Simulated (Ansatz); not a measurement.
A Sn vacancy in rocksalt SnTe, 63 atoms, charge −1

All numbers below come from Ansatz, DFT, PBEsol, PAW, plane waves.

Command:

```sh
ansatz run in.yaml --threads 8 --pin off --max-ram 118750MiB --runs-dir r --events-out ev --progress --plain --backend cuda --devices 0,
```

The input less its lattice and atoms (starting moments on atoms near the defect: 1 μB in all):

```yaml
crystal:
  symmetry: { detect: false }
kpoints:
  mp_grid: { grid: [1, 1, 1], shift: [0.25, 0.25, 0.25] }
hamiltonian:
  xc: pbesol
total_charge: -1
magnetization:
  spin_polarized: true
scf:
  occupations: { method: fermi_dirac, width: 0.01 }
relax:
  f_tol: 0.03
  max_steps: 80
  escape_saddle: false
  adjacent_minimum: "off"
output:
  forces: true
  eigenvalues: true
  populations: true
  charged_corrections: { epsilon: 400 }
```

Start:

```
Te Sn
1.0
    12.56900    0.00000    0.00000
     0.00000   12.56900    0.00000
     0.00000    0.00000   12.56900
Te Sn
32 31
Direct
  0.25010 0.00077 0.00218
  0.24748 0.99971 0.50052
  0.24933 0.50284 0.99874
  0.25001 0.50306 0.49879
  0.74655 0.00133 0.00284
  0.74866 0.99973 0.49931
  0.74796 0.50187 0.99927
  0.75226 0.50239 0.50015
  0.00054 0.25030 0.99923
  0.99968 0.25059 0.49910
  0.99969 0.74959 0.00016
  0.99986 0.75003 0.50340
  0.49722 0.25024 0.00120
  0.49751 0.25040 0.50052
  0.49827 0.74955 0.99806
  0.49747 0.75303 0.49995
  0.99999 0.99963 0.25106
  0.00246 0.00345 0.74859
  0.99895 0.49921 0.25139
  0.99818 0.50319 0.75257
  0.49879 0.00019 0.24822
  0.50098 0.99721 0.74874
  0.49942 0.50098 0.25096
  0.50073 0.49884 0.75002
  0.25116 0.25280 0.25215
  0.25087 0.25194 0.74731
  0.25219 0.74841 0.24985
  0.24811 0.74919 0.74855
  0.74782 0.25204 0.25114
  0.74929 0.25136 0.74878
  0.75016 0.74826 0.25131
  0.74897 0.75048 0.75145
  0.00189 0.99973 0.00193
  0.99848 0.99970 0.49968
  0.00053 0.49637 0.99950
  0.99857 0.49989 0.49926
  0.49694 0.00309 0.00332
  0.50118 0.00095 0.50198
  0.49789 0.49954 0.00021
  0.25016 0.25091 0.00227
  0.25095 0.25020 0.50136
  0.25006 0.74928 0.99972
  0.25106 0.75095 0.49773
  0.75144 0.24768 0.99879
  0.74953 0.25031 0.49748
  0.75143 0.74992 0.00000
  0.75086 0.74935 0.49929
  0.25183 0.00002 0.25102
  0.24627 0.00003 0.75266
  0.25289 0.50029 0.25028
  0.25051 0.49540 0.74879
  0.75082 0.00044 0.24698
  0.74988 0.00007 0.75140
  0.75121 0.50071 0.24899
  0.75045 0.49989 0.75239
  0.00216 0.24860 0.24914
  0.99869 0.24823 0.74910
  0.99909 0.74666 0.24874
  0.00250 0.75044 0.74912
  0.49915 0.25041 0.25144
  0.50086 0.25097 0.74967
  0.50167 0.74759 0.25261
  0.50241 0.75223 0.74953
```

Steps:

```json
{"step": "start", "energy less the first (eV)": "0.000", "largest force component (eV/Å)": "0.286"}
{"step": "1", "energy less the first (eV)": "-0.219", "largest force component (eV/Å)": "0.131"}
{"step": "2", "energy less the first (eV)": "-0.257", "largest force component (eV/Å)": "0.014"}
```

A structure on the way, about -0.22 eV from the start:

```
Te Sn
1.0
    12.56900    0.00000    0.00000
     0.00000   12.56900    0.00000
     0.00000    0.00000   12.56900
Te Sn
32 31
Cartesian
  3.1245 0.0044 12.5672
  3.1450 0.0213 6.2984
  3.1313 6.2859 0.0118
  3.1624 6.2896 6.2937
  9.4289 0.0029 12.5596
  9.4260 0.0011 6.2944
  9.4299 6.2834 12.5657
  9.3814 6.2769 6.2756
  12.5606 3.1527 0.0017
  0.0030 3.1495 6.2937
  12.5641 9.4439 0.0099
  12.5465 9.4329 6.2667
  6.3006 3.1490 0.0157
  6.2898 3.1875 6.2999
  6.2823 9.4422 12.5645
  6.2758 9.3916 6.2800
  12.5598 0.0076 3.1372
  12.5474 12.5651 9.4348
  0.0036 6.3032 3.1416
  12.5531 6.2825 9.4153
  6.2854 0.0233 3.1584
  6.2717 0.0069 9.4374
  6.2788 6.3003 3.1673
  6.2607 6.2881 9.3885
  3.1118 3.1308 3.1228
  3.1245 3.1394 9.4600
  3.1152 9.4676 3.1381
  3.1284 9.4597 9.4508
  9.4370 3.1279 3.1296
  9.4355 3.1370 9.4443
  9.4324 9.4549 3.1269
  9.4202 9.4396 9.4253
  0.0015 12.5575 0.0119
  0.0072 12.5639 6.2823
  12.5666 6.2829 12.5436
  12.5465 6.2798 6.2648
  6.2883 0.0119 0.0352
  6.2950 0.0022 6.3247
  6.2884 6.3096 12.5553
  3.1739 3.1485 0.0247
  3.2204 3.2003 6.2964
  3.1729 9.4044 0.0011
  3.2145 9.3631 6.2951
  9.4330 3.1372 12.5598
  9.3764 3.1887 6.2720
  9.4226 9.3950 12.5387
  9.3737 9.3496 6.2795
  3.1657 0.0068 3.1757
  3.1288 12.5539 9.4192
  3.2255 6.2896 3.2231
  3.1999 6.2832 9.3641
  9.4302 0.0082 3.1455
  9.3811 12.5525 9.4050
  9.3783 6.2824 3.1979
  9.3542 6.2892 9.3694
  0.0041 3.1448 3.1606
  12.5617 3.1248 9.4070
  12.5643 9.4082 3.1266
  0.0155 9.3826 9.3949
  6.2871 3.2107 3.2218
  6.2857 3.2353 9.3734
  6.2753 9.3626 3.2151
  6.3052 9.3944 9.3863
```

End:

```xyz
63
Lattice="12.5690 0.0000 0.0000 0.0000 12.5690 0.0000 0.0000 0.0000 12.5690" Properties=species:S:1:pos:R:3 pbc="T T T"
Te    3.1394    0.0076    0.0104
Te    3.1375    0.0174    6.2991
Te    3.1415    6.2964    0.0234
Te    3.1636    6.2976    6.3018
Te    9.4237   12.5686   12.5651
Te    9.4244   12.5577    6.2786
Te    9.4292    6.2800   12.5569
Te    9.4068    6.2759    6.2764
Te    0.0014    3.1462    0.0053
Te    0.0147    3.1434    6.2936
Te   12.5625    9.4287   12.5618
Te   12.5558    9.4327    6.2758
Te    6.2916    3.1478    0.0176
Te    6.2949    3.1655    6.3002
Te    6.2746    9.4342   12.5545
Te    6.2741    9.4129    6.2753
Te    0.0008    0.0048    3.1491
Te   12.5559   12.5678    9.4317
Te    0.0207    6.2922    3.1410
Te   12.5525    6.2816    9.4293
Te    6.2887    0.0184    3.1488
Te    6.2684   12.5629    9.4344
Te    6.2989    6.3018    3.1662
Te    6.2727    6.2820    9.4136
Te    3.1545    3.1569    3.1591
Te    3.1307    3.1344    9.4574
Te    3.1335    9.4559    3.1348
Te    3.1159    9.4343    9.4328
Te    9.4538    3.1394    3.1360
Te    9.4292    3.1241    9.4329
Te    9.4319    9.4373    3.1162
Te    9.4161    9.4223    9.4146
Sn   12.5683    0.0007    0.0023
Sn   12.5669   12.5672    6.2848
Sn   12.5659    6.2847   12.5645
Sn   12.5644    6.2820    6.2814
Sn    6.2853    0.0073    0.0096
Sn    6.2825    0.0046    6.2897
Sn    6.2813    6.2898    0.0049
Sn    3.1604    3.1611    0.0213
Sn    3.2002    3.1996    6.2972
Sn    3.1499    9.4212   12.5685
Sn    3.1922    9.3790    6.2842
Sn    9.4201    3.1457   12.5685
Sn    9.3829    3.1845    6.2851
Sn    9.4078    9.4069   12.5478
Sn    9.3779    9.3705    6.2719
Sn    3.1543    0.0213    3.1604
Sn    3.1433   12.5650    9.4206
Sn    3.1964    6.3005    3.2035
Sn    3.1830    6.2827    9.3845
Sn    9.4147    0.0016    3.1486
Sn    9.4016   12.5477    9.4081
Sn    9.3791    6.2862    3.1895
Sn    9.3666    6.2732    9.3715
Sn    0.0157    3.1553    3.1533
Sn   12.5653    3.1499    9.4108
Sn   12.5666    9.4134    3.1474
Sn   12.5471    9.4107    9.4097
Sn    6.2925    3.2077    3.2046
Sn    6.2817    3.1932    9.3886
Sn    6.2856    9.3894    3.1927
Sn    6.2711    9.3796    9.3786
```

The calculation finished and met its thresholds.

Time: 16 s of wall time on one NVIDIA GB300 with 8 processor threads, on a host shared with other runs; peak host memory 2.6 GiB.

How much energy did the relaxation gain, and which atom moved most?

0.26 eV in 2 steps, from a start with small random displacements; atom 55 (Sn) moved 0.11 Å, the median atom 0.05 Å (drift of the whole cell removed).

The moment started at 1 μB and ended at 0.0 μB; no other spin state is shown. The program warned that the state may not be the lowest. The one k point has no symmetry partners, which can distort the end along one axis.
